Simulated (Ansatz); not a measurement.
Crystal: HfB2.

```
CELL_PARAMETERS angstrom
3.14000 0.00000 0.00000
-1.57000 2.71932 0.00000
0.00000 0.00000 3.48000
ATOMIC_POSITIONS crystal
Hf 0.00000 0.00000 0.00000
B 0.66667 0.33333 0.50000
B 0.33333 0.66667 0.50000
```

Base run:

```yaml
Program: Ansatz 0.2.0
Functional: PBEsol
Potentials_or_basis: all-electron LAPW, scalar-relativistic
Cutoff: 260 eV (chosen from the basis error)
Basis_error_allowed: 0.002 eV/atom
k_mesh: 10 × 10 × 8
Occupations: fermi-dirac, width 0.05 eV
Spin: no spin polarisation
```

Its results: pressure -4.3 GPa.

Task: The run is repeated on the same cell with these changes: functional from PBEsol to PBE. What comes out?

Result: Pressure 1.5 GPa.

PBE binds less tightly than PBEsol, so the same cell stands under more pressure.
